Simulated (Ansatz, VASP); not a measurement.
**CdH2O2: VASP beside Ansatz**

```
CELL_PARAMETERS angstrom
3.51553 0.00000 0.00000
-1.75776 3.04454 0.00000
0.00000 0.00000 4.64298
ATOMIC_POSITIONS crystal
Cd 0.00000 0.00000 0.00000
H 0.66667 0.33333 0.55096
H 0.33333 0.66667 0.44904
O 0.66667 0.33333 0.75937
O 0.33333 0.66667 0.24063
```

The cell comes from a database or a generator and needn't be the stable form of this composition.

Alike in both runs: task single point; functional r2SCAN; k mesh 6 × 6 × 4; no spin polarisation.

|  | VASP | Ansatz |
| --- | --- | --- |
| version | VASP 6.6.1 | Ansatz 0.2.0 |
| potentials or method | VASP PAW PBE potentials, release 64 (Cd, H, O) | plane waves, PAW |
| plane-wave cutoff (eV) | 520 | 500 |
| occupations | gaussian, width 0.01 eV | fixed |
| valence electrons in the cell | 26 | 34 |

```csv
,VASP,Ansatz,Ansatz less VASP
pressure (GPa),0.2,-0.7,-0.93
largest component of the traceless stress (GPa),0.24,0.73,+0.490
rms of the force components (eV/Å),0.009,0.063,+0.0538
```

Atom by atom the forces differ by 0.068 eV/Å (rms over components). The two sets of potentials don't hold the same shells in valence.

Caveats: the PAW data sets were made with another functional, which shifts forces and pressure a little (VASP). A k mesh can miss the band edges. r2SCAN opens gaps a little over a GGA but as a rule still falls short of measured ones.
